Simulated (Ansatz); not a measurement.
# TaN

```
Ta N
1.0
     0.00000    2.17900    2.17900
     2.17900    0.00000    2.17900
     2.17900    2.17900    0.00000
Ta N
1 1
Direct
  0.50000 0.50000 0.50000
  0.00000 0.00000 0.00000
```

Atoms are numbered in the order listed.

The conventional cell has a = 4.358 Å, b = 4.358 Å, c = 4.358 Å, α = 90.00°, β = 90.00°, γ = 90.00°. Around Ta (atom 1) lie 6 N at 2.18 Å. N (atom 2) is surrounded by 6 Ta at 2.18 Å.

The cell is COD entry 2310957, as deposited and not checked against the literature; nothing was relaxed.

No spin–orbit coupling, which matters for the heavy atoms here.

All numbers are computed: DFT, PBEsol, all-electron LAPW, scalar-relativistic (Ansatz 0.2.0); DFT, PBEsol, PAW with Ansatz's default frozen-core files, scalar-relativistic (Ansatz 0.2.0).

For LAPW: a Γ-centred 9×9×9 k mesh, Fermi–Dirac smearing of 0.02 eV, basis error target 0.5 meV/atom, no spin polarisation. PAW takes a cutoff of 420 eV at this cell (files made with PBE, cores remade for this functional). The Ansatz runs share mesh, smearing and spin set-up. Values come from LAPW unless marked.

| Property | Result |
| --- | --- |
| Density of states at the Fermi level (0.2 eV bin) | 0.65 states/eV per cell |
| Band gap | none: bands cross the Fermi level, a metal |
| Pressure at this cell | 4.30 GPa |
| Volume per atom | 69.8 bohr³ |

**Question.** Give the computed value. Bader charges (from the PAW run).

**Answer.** Ta1 +1.84, N2 -1.84 e.

**Question.** Give the computed value. Löwdin charges (with 0.07 e of the cell spilling out of the atomic basis, so their sizes and signs hang on that basis).

**Answer.** Ta1 0.75, N2 -0.68 e.
